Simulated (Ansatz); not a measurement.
The system is MgS (Niningerite).

```
S Mg
1.0
     0.00000    2.60165    2.60165
     2.60165    0.00000    2.60165
     2.60165    2.60165    0.00000
S Mg
1 1
Direct
  0.50000 0.50000 0.50000
  0.00000 0.00000 0.00000
```

- Program: Ansatz 0.2.0
- Task: relaxation of cell and atoms
- Functional: PBEsol
- Dispersion: D3(BJ)
- Potentials or basis: Ansatz PAW
- Cutoff: 420 eV (not typed: the program's choice for these potentials)
- k mesh: 9 × 9 × 9
- Occupations: fermi-dirac, width 0.05 eV
- Spin: no spin polarisation

At the start: volume 17.61 Å³/atom.

Q: How do energy, volume and symmetry change on relaxing?

A: It ends after 5 steps and the volume is 16.76 Å³/atom (-4.8 %); space group Fm-3m (No. 225, to 0.05 Å).

Step by step:
```csv
step,energy change (eV),largest force (eV/Å),volume (Å³)
1,0.0000,0.0000,35.22
2,-0.0201,0.0000,33.79
3,-0.0207,0.0000,33.51
4,-0.0207,0.0000,33.53
5,-0.0206,0.0000,33.53
```

Final structure:
```
S Mg
1.0
     0.00000    2.55931    2.55931
     2.55931    0.00000    2.55931
     2.55931    2.55931    0.00000
S Mg
1 1
Direct
  0.50000 0.50000 0.50000
  0.00000 0.00000 0.00000
```

Caveat: the plane-wave basis is chosen anew once the cell has moved, so the energies of steps on either side of that aren't comparable; the PAW data sets come from PBE, with cores solved anew for the run's functional, which leaves a small shift of forces and pressure.
